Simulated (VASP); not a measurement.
# Si, G0W0 on PBE: which settings are enough?

Si, Fd-3m (no. 227), 2 atoms in the cell. PBE, GW; PAW potentials Si_GW (PBE set). VASP 6.6.1.

Wanted: quasiparticle gap at the zone centre within 0.1 eV; correction of the gap between the band edges on the mesh within 0.1 eV.

GW scheme: G0W0; Iterations: 1.

Correction of the gap between the band edges on the mesh: the quasiparticle gap less the starting one, both between the band edges that the mesh holds (often an indirect gap), so it isn't the difference to the zone-centre gap.

POSCAR:
```
Si
1.0
    0.0000000000      2.7218511865      2.7218511865
    2.7218511865      0.0000000000      2.7218511865
    2.7218511865      2.7218511865      0.0000000000
Si
2
Direct
    0.5000000000      0.5000000000      0.5000000000
    0.7500000000      0.7500000000      0.7500000000
```

The series start from Grid for exchange (PRECFOCK): Normal; Response cutoff (eV): 100; Band count: filled + 1.5 x plane waves under ENCUTGW; Orbital cutoff (eV): 300; k mesh: 3 3 3; Frequency points: 48; Groups of k points: 4. Each series keeps the choices made before it, and each single choice may use up half of a tolerance. Times cover all steps of a run.

## Grid for exchange (PRECFOCK)

| Grid for exchange (PRECFOCK) | Quasiparticle gap at the zone centre (eV) | Correction of the gap between the band edges on the mesh (eV) | Time (s) |
|---|---|---|---|
| Normal | 3.12 | 0.45 | 14 |
| Fast | 3.12 | 0.45 | 9.8 |
| Low | 3.12 | 0.45 | 9.7 |

Chosen: Low, the fastest of those that stay within half of the tolerance.

## Response cutoff (eV)

| Response cutoff (eV) | Quasiparticle gap at the zone centre (eV) | Correction of the gap between the band edges on the mesh (eV) | Time (s) |
|---|---|---|---|
| 50 | 2.98 | 0.25 | 9.3 |
| 75 | 3.06 | 0.37 | 11 |
| 100 | 3.12 | 0.45 | 9.7 |
| 130 | 3.16 | 0.51 | 13 |
| 160 | 3.18 | 0.53 | 16 |
| 200 (reference) | 3.20 | 0.55 | 27 |

Chosen: 130, the loosest value from which every tighter one stays within half of the tolerance.

## Band count

| Band count | Quasiparticle gap at the zone centre (eV) | Correction of the gap between the band edges on the mesh (eV) | Time (s) |
|---|---|---|---|
| filled + 0.15 x plane waves under ENCUTGW | 3.11 | 0.38 | 7.8 |
| filled + 0.3 x plane waves under ENCUTGW | 3.13 | 0.43 | 9.0 |
| filled + 0.6 x plane waves under ENCUTGW | 3.15 | 0.49 | 11 |
| filled + 1.0 x plane waves under ENCUTGW | 3.16 | 0.50 | 10 |
| filled + 1.5 x plane waves under ENCUTGW | 3.16 | 0.51 | 13 |
| filled + 2.0 x plane waves under ENCUTGW (reference) | 3.16 | 0.51 | 15 |

Chosen: filled + 0.6 x plane waves under ENCUTGW.

## Orbital cutoff (eV)

| Orbital cutoff (eV) | Quasiparticle gap at the zone centre (eV) | Correction of the gap between the band edges on the mesh (eV) | Time (s) |
|---|---|---|---|
| 250 | 3.15 | 0.49 | 6.6 |
| 300 | 3.15 | 0.49 | 11 |
| 400 | 3.15 | 0.49 | 14 |
| 500 (reference) | 3.15 | 0.49 | 18 |

Chosen: 250.

## k mesh

| k mesh | Quasiparticle gap at the zone centre (eV) | Correction of the gap between the band edges on the mesh (eV) | Time (s) |
|---|---|---|---|
| 2 2 2 | 3.16 | 0.50 | 6.2 |
| 3 3 3 | 3.15 | 0.49 | 6.6 |
| 4 4 4 | 3.18 | 0.46 | 15 |
| 6 6 6 (reference) | 3.18 | 0.46 | 53 |

Chosen: 2 2 2.

## Frequency points

| Frequency points | Quasiparticle gap at the zone centre (eV) | Correction of the gap between the band edges on the mesh (eV) | Time (s) |
|---|---|---|---|
| 8 | 2.63 | -0.13 | 10 |
| 16 | 3.47 | 0.56 | 11 |
| 32 | 3.21 | 0.52 | 9.0 |
| 48 | 3.16 | 0.50 | 6.2 |
| 72 | 3.11 | 0.44 | 9.2 |
| 96 (reference) | 3.12 | 0.46 | 9.6 |

Chosen: 48.

## Groups of k points

| Groups of k points | Quasiparticle gap at the zone centre (eV) | Correction of the gap between the band edges on the mesh (eV) | Time (s) |
|---|---|---|---|
| 4 | 3.16 | 0.50 | 6.2 |
| 2 | 3.16 | 0.50 | 7.6 |

Chosen: 4; no other choice that stays within half of the tolerance saves 30 % of the time.

The choices weren't compared together with a run at all the tightest settings, so their joint error isn't shown.

## The input

INCAR.step1:
```
SYSTEM = Si
PREC = Accurate ; ENCUT = 250
ISMEAR = 0 ; SIGMA = 0.05
LASPH = .TRUE. ; LREAL = .FALSE.
GGA = PE ; ALGO = Normal
EDIFF = 1E-8 ; NELM = 150
LWAVE = .TRUE. ; LCHARG = .FALSE.
KPAR = 4
```

INCAR.step2, as INCAR.step1 but for:
```
- ALGO = Normal
- NELM = 150
+ ALGO = Exact
+ NELM = 1
+ ISTART = 1
+ NBANDS = 84
+ LOPTICS = .TRUE.
```

INCAR.step3:
```
SYSTEM = Si
PREC = Accurate ; ENCUT = 250
ISMEAR = 0 ; SIGMA = 0.05
LASPH = .TRUE. ; LREAL = .FALSE.
GGA = PE ; ALGO = EVGW0
NBANDS = 84 ; NBANDSGW = 8
ENCUTGW = 130 ; NOMEGA = 48
PRECFOCK = Low ; ISTART = 1
LWAVE = .FALSE. ; LCHARG = .FALSE.
NELMGW = 1 ; KPAR = 4
```

KPOINTS:
```
Automatic mesh
0
Gamma
  2 2 2
  0 0 0
```

Commands (each step's output is kept before the next begins):
```
cat potpaw_PBE.64/Si_GW/POTCAR > POTCAR
cp INCAR.step1 INCAR
mpirun -np 4 vasp_std > vasp.out
cp INCAR.step2 INCAR
mpirun -np 4 vasp_std > vasp.out
cp INCAR.step3 INCAR
mpirun -np 4 vasp_std > vasp.out
```

Limits: the sum over empty states is short: their number is 0.6 times that of the plane waves under the response cutoff.

The chosen input took VASP 6.6.1 6.2 s on 4 cores (Intel Xeon Platinum 8259CL @ 2.50GHz (Skylake/Cascade Lake)), a shared host.

## An input that fails: LOPTICS left out

It runs to its end, but against the unchanged starting input it is off by 3.33 eV in the quasiparticle gap at the zone centre, 3.33 eV in the correction of the gap between the band edges on the mesh.

Changes against the starting input:
```
(step 2)
- LOPTICS = True
```
